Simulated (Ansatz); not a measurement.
An Ansatz input:

```yaml
crystal:
  lattice:
    - [0.0, 3.6507297173, 3.6507297173]
    - [3.6507297173, 0.0, 3.6507297173]
    - [3.6507297173, 3.6507297173, 0.0]
  atoms:
    - { symbol: Hg, position: [0.0, 0.0, 0.0] }
hamiltonian:
  xc: rpbe
  pseudopotentials:
    kind: paw
    azcp:
      Hg: "pseudopotentials/Hg.paw.azcp"
basis:
  ecutwfc: 420
  fft_grid_basis: typed
kpoints:
  mp_grid: { grid: [9, 9, 9], shift: [0, 0, 0] }
magnetization:
  spin_polarized: false
scf:
  occupations: { method: fermi_dirac, width: 0.1 }
  lower_state_search: "off"
output:
  stress: true
  write_density: true
  write_potential: true
  elf: true
  volumetric_format: npy
```

and its output:

```
Engine: ansatz 0.2.0, aarch64-unknown-linux-gnu
Pseudopotentials: kind: paw
Pseudopotential: Hg, paw, valence charge 20, recommended cutoff 420 eV (normal) 
Functional definition: RPBE
  parameter kappa = 0.804
  parameter beta = 0.06672455060314922
  exchange = rpbe_x(kappa = kappa, mu = beta*pi^2/3)
  correlation = pbe_c(beta = beta)
Crystal: 1 atoms, lattice volume = 97.313 Å³
Basis set: ecut = 420 eV, 1917 PW (Γ)
Bands: 14, of which v1, the nominal top of the filled ones, is band 10 counted from 1 (9 counted from 0)
Symmetry: 48 space group operations
Space group: Fm-3m (ITA 225), of the structure as read, at distance tolerance 4.6e-5 Å
k-points: 35 of 729
Non-local potential: Hg, projectors of the file, l = 0: 3, l = 1: 2, l = 2: 2, l = 3: 1
PAW form: soft (Blöchl's): semilocal exchange-correlation on the pseudo side does not see the compensation charge
PAW frozen core: Hg, regenerated for the run's functional, and the local potential with it (the file was generated under x = pbe(κ = 0.804, μ = 0.2195149727645171), c = pbe(β = 0.06672455060314922))
PAW one-centre angular grid: Hg, 590 points (default); XC on 64 Gauss nodes
Initial density: superposition of atomic densities (neutral atoms: chi_scale 0, normalization atom), corrected by the library's trained network
Initial wavefunctions: pseudopotential atomic-orbital guess
Functional: x = rpbe, c = pbe(β = 0.06672455060314922)
SCF iter   1: F=—  HF=-13828.317515 eV  |F-HF|=—  |Δ(HF+E_count)|=         —  Δρ=1.01e-3  dr2=1.44e-3  ethr=1.77e-3  ⟨swp⟩=4.3  Hψ=2473  notcnv=0
SCF iter   2: F=—  HF=-13828.317316 eV  |F-HF|=—  |Δ(HF+E_count)|=   1.98e-4  Δρ=4.11e-4  dr2=8.35e-5  ethr=7.18e-6  ⟨swp⟩=2.4  Hψ=1085  notcnv=0
SCF iter   3: F=—  HF=-13828.317292 eV  |F-HF|=—  |Δ(HF+E_count)|=   2.41e-5  Δρ=1.26e-4  dr2=7.79e-6  ethr=4.18e-7  ⟨swp⟩=2.3  Hψ=858  notcnv=0
iter 4 did not close the SCF: its close was put off for the readings that it lacked (scf_convergence_deferred on its scf_iter line)
SCF iter   4: F=-13828.317295 eV  HF=-13828.317295 eV  |F-HF|=7.50e-8  |Δ(HF+E_count)|=   3.07e-6  Δρ=1.53e-5  dr2=7.30e-8  ethr=3.90e-8  ⟨swp⟩=3.0  Hψ=840  notcnv=0
iter 5 did not close the SCF: its close was put off for the readings that it lacked (scf_convergence_deferred on its scf_iter line)
SCF iter   5: F=-13828.317295 eV  HF=-13828.317295 eV  |F-HF|=2.50e-9  |Δ(HF+E_count)|=   9.85e-8  Δρ=1.29e-6  dr2=3.63e-10  ethr=3.65e-10  ⟨swp⟩=2.4  Hψ=796  notcnv=0
SCF iter   6: F=-13828.317295 eV  HF=-13828.317295 eV  |F-HF|=3.64e-11  |Δ(HF+E_count)|=   2.67e-9  Δρ=1.75e-7  dr2=1.75e-11  ethr=1.81e-12  ⟨swp⟩=4.1  Hψ=2338  notcnv=0
SCF 1 converged in 6 iterations: F = -13828.317295 eV  dr2 = 1.75e-11
WARN: The input density's exchange-correlation potential varies sharply where the density is thin. Do not read a vacuum level from v_tot or v_xc, or from such a field of the output density. On a cell that repeats whose density bears no net charge and no dipole along the vacuum's axis use v_es (v_loc + v_h of the components); under efield.dipole_correction with no amplitude use v_es + v_field, which holds any external_charges[].barrier, or the levels of the report's work_function block, which leave it out; under a non-zero efield.amplitude the vacuum is tilted and has no level; on a cell that repeats and bears such a dipole with no correction it is tilted too, and efield.dipole_correction with no amplitude gives each side of its ramp a level where efield: is served; in a cell that repeats whose density bears a net charge (total_charge, or a fill off its count) it is curved and has none; of a slab under crystal.periodic whose density bears no net charge use v_es, which has a level on each side, short of where the two are joined; of another it falls or rises all the way out and has none; of a slab beside external_charges read slab_vacuum_level instead, which it has where they leave it neutral. The grid or the basis barely resolves most such structure, and the values can differ between equally converged runs; as a rule a tighter scf.convergence.dr2_threshold does not remove it. Where the density itself ripples (under the LDA too) a higher basis.ecutwfc lessens it. The files hold the spikes' plane waves up to the density's cutoff. Files: v_tot and the like, and their columns of v_z.tsv (output.write_potential); v_xc and the like, and their columns of v_comp_z.tsv (output.write_potential_components); where files of the output density stand in their place, no point of their own thin density is over the threshold below, and this is of outcome.potential() and, of a run that writes arrays (npy), the arrays of these names. Measured: with its Gaussian average of σ = 0.25 Å subtracted twice, the exchange-correlation potential is over 0.1 eV at 321 of the grid points where the equally averaged density (valence and model cores) is under 1e-3 e/Å³, and 1.66 eV at the most among them, at an averaged density of 7.3e-4 e/Å³. See output.write_potential in the manual, Limitations
SCF converged after 6 iterations
Free energy (F): -13828.317295 eV
Harris-Foulkes:  -13828.317295 eV  (|F-HF|=3.64e-11)
Internal energy: -13828.317295 eV  (E = F + TS)
E sigma→0 (E₀):  -13828.317295 eV
Fermi energy:    0.309246 eV
--- Per-component energies (eV) ---
  E_band       = -653.935162
  E_kinetic    = 605.821221
  E_local      = -4407.878686  (includes V_loc(G=0)·N_el)
  E_nonlocal   = 72.314312
  E_hartree    = 1891.486738
  E_xc         = -220.532432
  E_vxc        = -261.194191  (∫ρ·V_xc dr)
  E_paw        = -9961.055779  (= ΣΔE_a)
  E_vpaw       = -445.971919  (= ΣTr[D̂ρ^β])
  E_aug_tail   = 0.000946  (compensation charges beyond the density's cutoff)
  E_ewald      = -1808.416222
  E_core_change = -0.057394  (= ΣΔE_core)
  E_smearing   = -0.000000  (= −TS)
  E_closure    = -0.000000  (closes the sum)
  Σ components = -13828.317295   (vs F -13828.317295, Δ=0.00e0)
--- Stress (GPa, compression-positive) ---
        0.033518       0.000000      -0.000000
        0.000000       0.033518       0.000000
       -0.000000       0.000000       0.033518
  P = ⅓ Tr σ = 0.0335 GPa (0.335 kbar)
--- Band table (eV; the first three rows and the last of 35) ---
  k-point 0: bands = ["-113.2939", "-61.7837", "-61.7837", "-61.7837", "-5.2529", "-5.2529", "-5.2529", "-5.2364", "-5.2364", "-2.7979", "5.9638", "5.9638", "5.9638", "6.5386"]
  k-point 1: bands = ["-113.2939", "-61.7837", "-61.7837", "-61.7837", "-5.2527", "-5.2509", "-5.2509", "-5.2363", "-5.2363", "-2.7338", "4.9832", "5.8960", "5.8960", "7.3074"]
  k-point 2: bands = ["-113.2939", "-61.7837", "-61.7837", "-61.7837", "-5.2522", "-5.2485", "-5.2485", "-5.2331", "-5.2331", "-2.5560", "3.8245", "5.7419", "5.7419", "7.5791"]
  k-point 34: bands = ["-113.2939", "-61.7837", "-61.7837", "-61.7837", "-5.2502", "-5.2481", "-5.2384", "-5.2288", "-5.2159", "-1.8884", "3.0861", "3.4827", "4.1287", "8.2027"]
```
